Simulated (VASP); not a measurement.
Here is a VASP 6.6.1 calculation.

INCAR

```
  PREC = Accurate
  ENCUT = 520
  EDIFF = 1E-7
  ISMEAR = -1
  SIGMA = 0.02
  LREAL = False
  LASPH = True
  NELM = 100
  ALGO = Normal
  ISIF = 2
  LWAVE = False
  LCHARG = True
  GGA = PS
  LELF = True
  LVHAR = True
  NBANDS = 18
```

Contents of KPOINTS:

```
regular mesh
0
Gamma
  6 6 4
```

Contents of POSCAR:

```
PtSe2
1.0
    3.7286599689      0.0000000000      0.0000000000
   -1.8643299844      3.2291142551      0.0000000000
    0.0000000000      0.0000000000      5.2770333368
Pt Se
1 2
Direct
    0.0000000000      0.0000000000      0.0000000000
    0.3333333333      0.6666666667      0.2462223103
    0.6666666667      0.3333333333      0.7537776897
```

Potentials or basis: VASP PAW PBE potentials, release 64 (Pt, Se).

Launch:

```console
$ cat potpaw_PBE.64/Pt/POTCAR potpaw_PBE.64/Se/POTCAR > POTCAR
$ mpirun -np 1 vasp_std > vasp.out
```

Task: What does it give for the largest force?

Result: 0.099 eV/Å.

Task: Estimate the band gap on the k mesh.

Result: None (metal or under the smearing width).

Task: Estimate the pressure.

Result: -1.0 GPa.

Forces in eV/Å, atoms in the order of the input:
```
Pt   0.000  0.000  0.000
Se   0.000  0.000 -0.099
Se   0.000  0.000  0.099
```

Caveat: the PAW data sets were made with another functional, which shifts forces and pressure a little. Spin-orbit coupling is left out, which matters for the levels of Pt.
